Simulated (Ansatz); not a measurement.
# KCl: the cost of one run

Program: Ansatz 0.2.0. Level of theory: DFT PBEsol, scalar-relativistic, plane waves, PAW. These are calculated values, not measurements.

6 further runs of the same task are left out: 6 set aside as unsound or not needed.

## 1. The structure to begin with

The structure is cubic, space group Fm-3m (No. 225). Conventional cell: a = 6.241 Å, b = 6.241 Å, c = 6.241 Å, α = 90.00°, β = 90.00°, γ = 90.00°. Around K (site symmetry m-3m) lie 6 Cl at 3.12 Å. Cl (site symmetry m-3m) has 6 K at 3.12 Å as nearest neighbours.

As a file:

```xyz
2
Lattice="0.0000 3.1207 3.1207 3.1207 0.0000 3.1207 3.1207 3.1207 0.0000" Properties=species:S:1:pos:R:3 pbc="T T T"
K     0.0000    0.0000    0.0000
Cl    3.1207    3.1207    3.1207
```

It is the result of an earlier relaxation at this level (volume 30.39 Å³/atom; gap on the mesh: 5.11 eV).

## 2. The scan

The energy is mapped over two normal modes frozen in (zone-centre modes of the cell shown, which folds in the wave vector (0, 0, 1/2) of the primitive cell).

The axes are (1) amplitude of mode 4 (101 cm⁻¹), largest displacement: 11 values from −0.454 Å; (2) amplitude of mode 9 (139 cm⁻¹), largest displacement: 11 values from −0.112 Å.

Nothing else is relaxed (the cell and all other modes fixed). Energies count from the relaxed high-symmetry cell. Points are written as (first, second).

The modes come from a phonon run on the reference cell, made beforehand.

The patterns, per unit of each coordinate (Å):

| atom | x1 | y1 | z1 | x2 | y2 | z2 |
| --- | --- | --- | --- | --- | --- | --- |
| K1 | 0.778 | -0.604 | 0.174 | 0.000 | 0.907 | 0.000 |
| K2 | -0.778 | 0.604 | -0.174 | 0.000 | 0.907 | 0.000 |
| Cl3 | 0.000 | 0.000 | 0.000 | 0.000 | -1.000 | 0.000 |
| Cl4 | 0.000 | 0.000 | 0.000 | 0.000 | -1.000 | 0.000 |

## 3. Point (−0.454 Å, −0.022 Å)

Contents of input.yaml:

```yaml
crystal:
  lattice:
    - [0.0, -3.1207041401, -3.1207041401]
    - [-3.1207041401, 0.0, -3.1207041401]
    - [3.1207041401, 3.1207041401, -6.2414082803]
  atoms:
    - { symbol: K, position: [0.4170805582, 0.6115589886, 0.4983729766] }
    - { symbol: K, position: [0.0926815821, 0.8851869646, -0.0016270234] }
    - { symbol: Cl, position: [0.7446165996, 0.7517944668, 0.7517944668] }
    - { symbol: Cl, position: [0.2446165996, 0.2517944668, 0.2517944668] }
basis:
  ecutwfc: 420
kpoints:
  mp_grid: { grid: [6, 6, 6] }
hamiltonian:
  xc: pbesol
scf:
  occupations: { method: gaussian, width: 0.05 }
output:
  forces: true
  stress: true
  eigenvalues: true
```

Started as:

```bash
> ansatz run input.yaml --threads 1 --pin off --max-ram 2048MiB --backend cpu --events-out ev --progress --plain --runs-dir out
```

**Question.** How long does this run take on 1 thread of Intel Xeon 6975P-C (Granite Rapids), shared host, and how much memory does it need?

About 10 s, with a peak of 0.59 GiB.
